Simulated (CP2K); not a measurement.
# FePt (Tetraferroplatinum) in CP2K: the effect of functional

FePt (Tetraferroplatinum):

```
CELL_PARAMETERS angstrom
2.72350 0.00000 0.00000
0.00000 2.72350 0.00000
0.00000 0.00000 3.72000
ATOMIC_POSITIONS crystal
Pt 0.50000 0.50000 0.50000
Fe 0.00000 0.00000 0.00000
```

Alike in all runs:

| Property | Result |
| --- | --- |
| Program | CP2K 2026.2 |
| Task | single point |
| Potentials or basis | GTH_POTENTIALS Pt GTH-PBE-q18; POTENTIAL_UZH Fe GTH-PBE-q16; TZVP-MOLOPT-SR-GTH, TZVP-MOLOPT-PBE-GTH basis |
| Density cutoff | 9524 eV |
| k mesh | 10 × 10 × 7 |
| Occupations | fermi-dirac, width 0.05 eV |
| Spin | collinear spin, ferromagnetic start |
| Starting moments | [0.0, 3.0] μB |

Question: One run gave: pressure 0.5 GPa; moment 3.33 μB. Which functional did it use?
A. MS2
B. rev-vdW-DF2
C. PBEsol
D. vdW-DF2
E. LDA

Answer: B.

```tsv
functional	pressure (GPa)	moment (μB)
PBE	4.9	3.38
LDA	-10.7	3.35
PBEsol	-4.3	3.39
vdW-DF2	21.4	3.24
PW91	5.2	3.37
rev-vdW-DF2	0.5	3.33
MS2	-0.6	3.58
```

Caveats: the basis of atomic orbitals isn't converged, which shifts pressures, moduli and gaps; the total moment is fixed, so each spin has its own Fermi level; the potentials were made for another functional, which shifts forces and pressure (some runs).
